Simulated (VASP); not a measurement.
Here is a VASP 6.6.1 calculation.

The input POSCAR:

```
MgSe
1.0
    0.0000000000      2.7873395544      2.7873395544
    2.7873395544      0.0000000000      2.7873395544
    2.7873395544      2.7873395544      0.0000000000
Mg Se
1 1
Direct
    0.0000000000      0.0000000000      0.0000000000
    0.5000000000      0.5000000000      0.5000000000
```

The input INCAR.step1:

```
PREC = Accurate ; ENCUT = 520
ISMEAR = -1 ; SIGMA = 0.01
LREAL = False ; LASPH = True
NELM = 100 ; NBANDS = 11
GGA = PE ; ALGO = Normal
EDIFF = 1E-4 ; LWAVE = True
LCHARG = False
```

The input INCAR.step2:

```
PREC = Accurate ; ENCUT = 520
EDIFF = 1E-8 ; ISMEAR = -1
SIGMA = 0.01 ; LREAL = False
LASPH = True ; NELM = 100
ALGO = Normal ; ISIF = 2
LWAVE = False ; LCHARG = False
METAGGA = R2SCAN ; LMIXTAU = True
LEFG = True ; NBANDS = 11
ISTART = 1
```

Contents of KPOINTS:

```
regular mesh
0
Gamma
  10 10 10
```

Potentials or basis: VASP PAW PBE potentials, release 64 (Mg, Se).

Command:

```sh
$ cat potpaw_PBE.64/Mg/POTCAR potpaw_PBE.64/Se/POTCAR > POTCAR
$ cp INCAR.step1 INCAR
$ mpirun -np 1 vasp_std > vasp.out
$ cp INCAR.step2 INCAR
$ mpirun -np 1 vasp_std > vasp.out
```

Question: Estimate the band gap on the k mesh.

Answer: 2.34 eV, indirect (least direct gap 3.03 eV).

Question: Estimate the pressure.

Answer: -3.6 GPa.

Electric field gradients, principal values (V/Å²):
| atom | Vxx | Vyy | Vzz |
| --- | --- | --- | --- |
| 1 Mg | 0.000 | 0.000 | 0.000 |
| 2 Se | 0.000 | 0.000 | -0.001 |

Caveat: the PAW data sets were made with another functional, which shifts forces and pressure a little. A k mesh can miss the band edges.
